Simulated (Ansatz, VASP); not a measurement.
**One calculation of TaN, two programs**

```
Ta N
1.0
     5.19600    0.00000    0.00000
    -2.59800    4.49987    0.00000
     0.00000    0.00000    2.91100
Ta N
3 3
Direct
  0.00454 0.99321 0.00085
  0.65754 0.33311 0.49504
  0.34668 0.67461 0.49303
  0.00591 0.39343 0.01730
  0.61078 0.61349 0.97602
  0.40349 0.00280 0.00168
```

Change from the starting cell: atoms moved at random, drawn with an rms of 0.05 Å.

Alike in both runs: task single point; functional PBEsol; k mesh 6 × 6 × 9; occupations fermi-dirac, width 0.05 eV; no spin polarisation.

```csv
,VASP,Ansatz
version,VASP 6.6.1,Ansatz 0.2.0
potentials or method,"VASP PAW PBE potentials, release 64 (Ta_pv, N)",Ansatz PAW
plane-wave cutoff (eV),520,420
valence electrons in the cell,48,54
```

VASP gave:

```
gap on the k mesh at the Fermi level (eV)       : none
pressure (GPa)                                  : -1.8
largest component of the traceless stress (GPa) : 1.14
rms of the force components (eV/Å)              : 0.758
```

**Question.** Estimate Ansatz's values.

**Answer.** gap on the k mesh at the Fermi level (eV): none; pressure (GPa): -2.7; largest component of the traceless stress (GPa): 1.08; rms of the force components (eV/Å): 0.755.

Atom by atom the forces differ by 0.006 eV/Å (rms over components). A gap of «none» marks a metal or a gap that the smearing closes. The two sets of potentials don't hold the same shells in valence.

Caveats: the PAW data sets were made with another functional, which shifts forces and pressure a little (VASP); the pressure holds a Pulay correction of +0.5 GPa for the finite cutoff (Ansatz); the PAW data sets come from PBE, with cores solved anew for the run's functional, which leaves a small shift of forces and pressure (Ansatz). The runs have no spin-orbit coupling, so splittings on Ta are missing.
